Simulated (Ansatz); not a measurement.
**TePt in Ansatz: convergence with scf exx energy threshold**

Input of the first run (scf exx energy threshold 0.01); the others differ in this setting and in those tied to it:

Contents of input.yaml:

```yaml
crystal:
  lattice:
    - [0.0, 2.87302816, 2.87302816]
    - [2.87302816, 0.0, 2.87302816]
    - [2.87302816, 2.87302816, 0.0]
  atoms:
    - { symbol: Te, position: [0.75, 0.75, 0.75] }
    - { symbol: Pt, position: [0.0, 0.0, 0.0] }
hamiltonian:
  xc: pbe0
  pseudopotentials: { kind: paw }
kpoints:
  mp_grid: { grid: [4, 4, 4] }
scf:
  occupations: { method: methfessel_paxton, width: 0.1 }
  exx: { energy_threshold: 0.01 }
output:
  forces: true
  stress: true
  eigenvalues: true
```

Potentials or basis: Ansatz PAW.

Run with:

```bash
$ ansatz run input.yaml --threads 2 --pin off --max-ram 5632MiB --backend cpu --events-out ev --progress --plain --runs-dir out
```

The cell was built by a generator and needn't be a form met in nature.

Hardware: 2 threads of Intel(R) Xeon(R) 6975P-C (Granite Rapids) (shared host).

```
scf exx energy threshold  energy less the tightest run, at zero smearing (meV/atom)  SCF cycles  CPU time (s)  peak memory (GiB)
                    0.01                                                       0.00          23            15                0.8
                   0.001                                                       0.00          23            15               0.79
                  0.0001                                                       0.00          23            14                0.8
                   1e-05                                                       0.00          22            13               0.79
                   1e-06                                                       0.00          23            13                0.8
                   1e-07                                                       0.00          26            14               0.79
```

Against the tightest run, the energy stays within 1 meV/atom from 0.01 on. The tightest run that finished is the yardstick and may itself not be fully converged.

Caveat, for the tightest run too: the k mesh is coarse (spacing up to 0.47 Å⁻¹), so the values aren't converged, least of all with exact exchange. Spin-orbit coupling is left out, which matters for the levels of Pt, Te.
